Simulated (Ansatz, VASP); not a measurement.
**One calculation of N, two programs**

File INCAR:

```
SYSTEM = N
PREC = Accurate
ENCUT = 520
EDIFF = 1E-6
ISMEAR = 0
SIGMA = 0.02
LREAL = .False.
LASPH = .True.
NELM = 60
ALGO = Normal
ISIF = 2
LWAVE = .False.
LCHARG = .True.
GGA = PE
LELF = .True.
LVHAR = .True.
NBANDS = 18
```

KPOINTS

```
Automatic mesh
0
Gamma
  6 6 4
  0 0 0
```

Contents of POSCAR:

```
N
1.0
    4.0840619700      0.0000000000      0.0000000000
    0.0000000000      4.0840619700      0.0000000000
    0.0000000000      0.0000000000      5.3459132500
N
4
Direct
    0.9042752000      0.9042752000      0.0000000000
    0.5957248000      0.4042752000      0.5000000000
    0.0957248000      0.0957248000      0.0000000000
    0.3692218631      0.6382168095      0.5006902469
```

Input for Ansatz:

```yaml
crystal:
  lattice:
    - [4.08406197, 0.0, 0.0]
    - [0.0, 4.08406197, 0.0]
    - [0.0, 0.0, 5.34591325]
  atoms:
    - { symbol: "N", position: [0.9042752, 0.9042752, 0.0] }
    - { symbol: "N", position: [0.5957248, 0.4042752, 0.5] }
    - { symbol: "N", position: [0.0957248, 0.0957248, 0.0] }
    - { symbol: "N", position: [0.3692218631, 0.6382168095, 0.5006902469] }
basis:
  ecutwfc: 420
kpoints:
  mp_grid: { grid: [6, 6, 4] }
hamiltonian:
  xc: pbe
scf:
  occupations: { method: gaussian, width: 0.02 }
output:
  forces: true
  stress: true
  eigenvalues: true
```

Change from the starting cell: one atom moved.

Alike in both runs: task single point; functional PBE; k mesh 6 × 6 × 4; occupations gaussian, width 0.02 eV; no spin polarisation.

|  | VASP | Ansatz |
| --- | --- | --- |
| version | VASP 6.6.1 | Ansatz 0.2.0 |
| potentials or method | VASP PAW PBE potentials, release 64 (N) | scalar-relativistic, plane waves, PAW |
| plane-wave cutoff (eV) | 520 | 420 |
| valence electrons in the cell | 20 | 20 |

VASP gave:

```
gap on the k mesh at the Fermi level (eV)       : 4.95
least direct gap on the mesh (eV)               : 4.99
pressure (GPa)                                  : -10.4
largest component of the traceless stress (GPa) : 18.55
rms of the force components (eV/Å)              : 5.997
```

Which values does Ansatz return?

gap on the k mesh at the Fermi level (eV): 4.95; least direct gap on the mesh (eV): 4.98; pressure (GPa): -11.5; largest component of the traceless stress (GPa): 17.14; rms of the force components (eV/Å): 6.055.

Atom by atom the forces differ by 0.677 eV/Å (rms over components).

Caveats: the standard files for N, O and F lose accuracy on very short bonds; forces of over 1 eV/Å show positions far from the minimum, so gaps and moduli don't describe the material at rest. A k mesh can miss the band edges.
